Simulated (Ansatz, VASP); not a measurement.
# One calculation of Te, two programs

```
CELL_PARAMETERS angstrom
4.45400 0.00000 0.00000
-2.22700 3.85728 0.00000
0.00000 0.00000 5.92400
ATOMIC_POSITIONS crystal
Te 0.73100 0.73100 0.00000
Te 0.00000 0.26900 0.66667
Te 0.26900 0.00000 0.33333
```

Alike in both runs: task single point; functional LDA; k mesh 7 × 7 × 5; occupations fermi-dirac, width 0.05 eV; no spin polarisation.

|  | VASP | Ansatz |
| --- | --- | --- |
| version | VASP 6.6.1 | Ansatz 0.2.0 |
| potentials or method | VASP PAW LDA potentials, release 64 (Te), cutoff 520 eV | all-electron LAPW, scalar-relativistic |

VASP gave:

- gap on the k mesh at the Fermi level (eV): 0.57
- least direct gap on the mesh (eV): 0.74
- pressure (GPa): -1.8
- largest component of the traceless stress (GPa): 0.05
- rms of the force components (eV/Å): 0.049

Question: What did Ansatz give for the same quantities?

Answer: gap on the k mesh at the Fermi level (eV): 0.58; least direct gap on the mesh (eV): 0.76; pressure (GPa): -1.9; largest component of the traceless stress (GPa): 0.01; rms of the force components (eV/Å): 0.031.

Atom by atom the forces differ by 0.018 eV/Å (rms over components). Ansatz ran all-electron here, so the differences hold the error of VASP's frozen core and of both bases.

Caveats: spin-orbit coupling is left out, which moves the levels of the heavy elements; an odd mesh through Γ misses points on the zone boundary, where band edges often lie.
